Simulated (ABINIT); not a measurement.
Runs of ABINIT 10.8.3 (patched build) on SrO. The structure is cubic, space group Fm-3m (No. 225). The conventional cell has a = 5.133 Å, b = 5.133 Å, c = 5.133 Å, α = 90.00°, β = 90.00°, γ = 90.00°. Around Sr (site symmetry m-3m) lie 6 O at 2.57 Å. O (site symmetry m-3m) has 6 Sr at 2.57 Å as nearest neighbours. 

```csv
cell,gap on the mesh (eV),pressure (GPa)
relaxed to 5 GPa,(a),5.0
relaxed to 10 GPa,3.33,10.0
relaxed to 30 GPa,(b),30.0
relaxed to 20 GPa,3.23,20.0
relaxed,3.38,0.0
```

Alike in all rows: task relaxation of cell and atoms; level PBE; potentials or basis JTH PAW PBE v2.0; no spin polarisation; k mesh 9 × 9 × 9; cutoff (eV) 626; smearing fermi-dirac 0.05 eV.

Q: Estimate the missing entries.

A: (a) 3.36; (b) 3.10.

Caveats: an odd mesh through Γ misses points on the zone boundary, where band edges often lie.

A k mesh can miss the band edges, and the runs leave out spin-orbit coupling on Sr.
